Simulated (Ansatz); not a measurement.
# Fe: elastic constants from stress and strain

```
CELL_PARAMETERS angstrom
-1.43900 1.43900 1.43900
1.43900 -1.43900 1.43900
1.43900 1.43900 -1.43900
ATOMIC_POSITIONS crystal
Fe 0.00000 0.00000 0.00000
```

The cell comes from COD entry 9013474, which wasn't checked; take it as a given geometry. It was measured hot, at 722 K.

All numbers below come from DFT, PBE, all-electron LAPW, scalar-relativistic (Ansatz 0.2.0).

Numerical set-up: a Γ-centred 20×20×20 k mesh, Fermi–Dirac smearing of 0.05 eV, basis error target 0.25 meV/atom, spin-polarised from start moments Fe 3 μB.

The unstrained cell is at -8.44 GPa. Large strains and very small stresses are left out. Each strain is applied once, with fractional coordinates held (clamped ions), and σ below is the change of stress, positive in tension. One finite strain gives stress–strain coefficients at this pressure with an error of the order of the strain times third-order constants, a few per cent for each per cent of strain. In a metal the k mesh adds noise of tens of per cent to soft shears.

(1) With z strained by -3 % at fixed volume, the run gives σzz − σxx = -5.54 GPa and εzz − εxx = -0.0453. Which stiffness follows?

(2) With equal xy, yz and zx engineering shear strains of +1 %, the run gives σxy = 0.70 GPa and γxy = 2εxy = 0.0100. Which stiffness follows?

Results:

(1) C11 − C12 = (σzz − σxx)/(εzz − εxx) = 122 GPa.

(2) C44 (clamped ions) = σxy/γxy = 70 GPa.
